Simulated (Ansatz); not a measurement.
# SrO: the cost of one run

Method: DFT PBEsol, frozen-core PAW, scalar-relativistic unless said, in Ansatz 0.2.0.

The COD entry's cell or inner coordinates are ideal or old and differ from later refinements, so a difference from it is no clean test against experiment.

2 further runs of the same task are left out: 1 that didn't finish, 1 set aside as unsound or not needed.

## (1) The starting structure

The structure is cubic, space group Fm-3m (No. 225). Conventional cell: a = 5.133 Å, b = 5.133 Å, c = 5.133 Å, α = 90.00°, β = 90.00°, γ = 90.00°. Sr (site symmetry m-3m) has 6 O at 2.57 Å as nearest neighbours. O (site symmetry m-3m) is surrounded by 6 Sr at 2.57 Å.

Coordinates:

```
CELL_PARAMETERS angstrom
0.00000 2.56630 2.56630
2.56630 0.00000 2.56630
2.56630 2.56630 0.00000
ATOMIC_POSITIONS crystal
Sr 0.50000 0.50000 0.50000
O 0.00000 0.00000 0.00000
```

Cartesian axes are those of the input's lattice vectors. The structure goes back to a database entry.

## (2) Cell and atoms relaxed, PAW

Contents of input.yaml:

```yaml
crystal:
  lattice:
    - [0.0, 2.5663, 2.5663]
    - [2.5663, 0.0, 2.5663]
    - [2.5663, 2.5663, 0.0]
  atoms:
    - { symbol: Sr, position: [0.5, 0.5, 0.5] }
    - { symbol: O, position: [0.0, 0.0, 0.0] }
kpoints:
  mp_grid: { grid: [12, 12, 12] }
scf:
  occupations: { method: fermi_dirac, width: 0.1 }
hamiltonian:
  xc: pbesol
  pseudopotentials: { kind: paw }
relax:
  f_tol: 0.002
  max_steps: 80
  cell: {}
output:
  forces: true
  stress: true
  write_density: true
  write_potential: true
  elf: true
  volumetric_format: npy
```

Launch:

```sh
$ ansatz run input.yaml --threads 2 --pin off --max-ram 5120MiB --backend cpu --events-out ev --progress --plain --runs-dir out
```

Q: Estimate wall time and peak memory on 2 threads of AMD EPYC 9R45 (Zen 5), shared host.

About 1.7 s, with a peak of 0.38 GiB.
